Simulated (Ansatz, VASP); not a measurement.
## CO2 in VASP and in Ansatz

The input INCAR:

```
SYSTEM = CO2
PREC     = Accurate       ! precision mode
ENCUT    = 520            ! plane-wave cutoff, eV
EDIFF    = 1E-8           ! SCF threshold, eV
ISMEAR   = 0              ! smearing method
SIGMA    = 0.01           ! smearing width, eV
LREAL    = Auto         
LASPH    = .True.         ! aspherical terms in the spheres
NELM     = 60             ! most SCF steps
ALGO     = Fast           ! electronic algorithm
ISIF     = 2              ! what is computed and relaxed
LWAVE    = .False.        ! write WAVECAR
LCHARG   = .False.        ! write CHGCAR
GGA      = PE             ! functional
LEFG     = .True.       
NBANDS   = 82             ! bands
```

The input KPOINTS:

```
regular mesh
0
Gamma
  3 3 3
  0 0 0
```

Contents of POSCAR:

```
CO2
1.0
    0.0000000000      6.3155396400      5.6788908400
    4.7845453300      0.0000000000      5.6788908400
    4.7845453300      6.3155396400      0.0000000000
C O
8 16
Direct
    0.5514992600      0.1985007400      0.3014992600
    0.0514992600      0.6985007400      0.8014992600
    0.5514992600      0.1985007400      0.8014992600
    0.0514992600      0.6985007400      0.3014992600
    0.4485007400      0.8014992600      0.1985007400
    0.9485007400      0.3014992600      0.6985007400
    0.9485007400      0.3014992600      0.1985007400
    0.4485007400      0.8014992600      0.6985007400
    0.7894701800      0.3441128400      0.3568582800
    0.2894701800      0.8441128400      0.8568582800
    0.1068582800      0.2595587000      0.0394701800
    0.6068582800      0.7595587000      0.5394701800
    0.9904413000      0.1431417200      0.6558871600
    0.4904413000      0.6431417200      0.1558871600
    0.5095587000      0.3568582800      0.8441128400
    0.0095587000      0.8568582800      0.3441128400
    0.4058871600      0.9605298200      0.2404413000
    0.9058871600      0.4605298200      0.7404413000
    0.0941128400      0.5394701800      0.2595587000
    0.5941128400      0.0394701800      0.7595587000
    0.3931417200      0.2404413000      0.4605298200
    0.8931417200      0.7404413000      0.9605298200
    0.7105298200      0.1558871600      0.1431417200
    0.2105298200      0.6558871600      0.6431417200
```

Input for Ansatz:

```yaml
crystal:
  lattice:
    - [0.0, 6.31553964, 5.67889084]
    - [4.78454533, 0.0, 5.67889084]
    - [4.78454533, 6.31553964, 0.0]
  atoms:
    - { symbol: C, position: [0.55149926, 0.19850074, 0.30149926] }
    - { symbol: C, position: [0.05149926, 0.69850074, 0.80149926] }
    - { symbol: C, position: [0.55149926, 0.19850074, 0.80149926] }
    - { symbol: C, position: [0.05149926, 0.69850074, 0.30149926] }
    - { symbol: C, position: [0.44850074, 0.80149926, 0.19850074] }
    - { symbol: C, position: [0.94850074, 0.30149926, 0.69850074] }
    - { symbol: C, position: [0.94850074, 0.30149926, 0.19850074] }
    - { symbol: C, position: [0.44850074, 0.80149926, 0.69850074] }
    - { symbol: O, position: [0.78947018, 0.34411284, 0.35685828] }
    - { symbol: O, position: [0.28947018, 0.84411284, 0.85685828] }
    - { symbol: O, position: [0.10685828, 0.2595587, 0.03947018] }
    - { symbol: O, position: [0.60685828, 0.7595587, 0.53947018] }
    - { symbol: O, position: [0.9904413, 0.14314172, 0.65588716] }
    - { symbol: O, position: [0.4904413, 0.64314172, 0.15588716] }
    - { symbol: O, position: [0.5095587, 0.35685828, 0.84411284] }
    - { symbol: O, position: [0.0095587, 0.85685828, 0.34411284] }
    - { symbol: O, position: [0.40588716, 0.96052982, 0.2404413] }
    - { symbol: O, position: [0.90588716, 0.46052982, 0.7404413] }
    - { symbol: O, position: [0.09411284, 0.53947018, 0.2595587] }
    - { symbol: O, position: [0.59411284, 0.03947018, 0.7595587] }
    - { symbol: O, position: [0.39314172, 0.2404413, 0.46052982] }
    - { symbol: O, position: [0.89314172, 0.7404413, 0.96052982] }
    - { symbol: O, position: [0.71052982, 0.15588716, 0.14314172] }
    - { symbol: O, position: [0.21052982, 0.65588716, 0.64314172] }
kpoints:
  mp_grid: { grid: [3, 3, 3] }
scf:
  occupations: { method: fixed }
hamiltonian:
  xc: pbe
  pseudopotentials: { kind: paw }
output:
  forces: true
  efg: { quadrupole_moments_barn: { O: -0.02558 }, contact_densities: true }
  core_levels:
    shells: { C: "1s", O: "1s" }
    counted_from: valence_top
    eps_inf: [2.248, 1.722, 2.021]
    add_spin: false
```

Alike in both runs: task electric field gradients; functional PBE; k mesh 3 × 3 × 3; no spin polarisation.

|  | VASP | Ansatz |
| --- | --- | --- |
| version | VASP 6.6.1 | Ansatz 0.2.0 |
| potentials or method | VASP PAW PBE potentials, release 64 (C, O) | plane-wave PAW, scalar-relativistic |
| plane-wave cutoff (eV) | 520 | 420 |
| occupations | gaussian, width 0.01 eV | fixed |
| valence electrons in the cell | 128 | 128 |

```csv
,VASP,Ansatz,Ansatz less VASP
gap on the k mesh at the Fermi level (eV),6.66,6.68,+0.023
rms of the force components (eV/Å),0.372,0.070,-0.3018
Vzz of the field gradient on the site that differs most (V/Å²),-49.9,-29.2,+20.71
```

Atom by atom the forces differ by 0.303 eV/Å (rms over components). One of these differences is far larger than is usual between the two programs; its cause wasn't traced.

Caveats: the standard files for N, O and F lose accuracy on very short bonds; an odd mesh through Γ misses points on the zone boundary, where band edges often lie.
